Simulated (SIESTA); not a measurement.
The system is GaN.

```
Ga N
1.0
     3.18000    0.00000    0.00000
    -1.59000    2.75396    0.00000
     0.00000    0.00000    5.16600
Ga N
2 2
Cartesian
  1.5900 0.9180 2.5830
  0.0000 1.8360 0.0000
  1.5900 0.9180 4.5203
  0.0000 1.8360 1.9373
```

Base run:

```yaml
Program: SIESTA 5.4.2
Functional: BLYP
Potentials_or_basis: PseudoDojo 0.4 standard (PBE files)
Basis: DZP (energy shift 0.003 Ry; two zetas on semicore shells)
Grid_cutoff: 800 Ry
Energy_shift: 0.003 Ry
k_mesh: 10 × 10 × 5
Occupations: fermi-dirac, width 0.05 eV
Spin: no spin polarisation
```

Its results: band gap on the k mesh 2.12 eV, direct; pressure 15.8 GPa; largest force 0.121 eV/Å.

The run is repeated on the same cell with these changes: functional from BLYP to PW91. What comes out?

Band gap on the k mesh 2.05 eV, direct; pressure 9.7 GPa; largest force 0.126 eV/Å.

PW91 binds more tightly than BLYP, so the same cell stands under less pressure.

Caveats: the potentials were made for another functional, which shifts forces and pressure; the basis of atomic orbitals isn't converged, which shifts pressures, moduli and gaps.
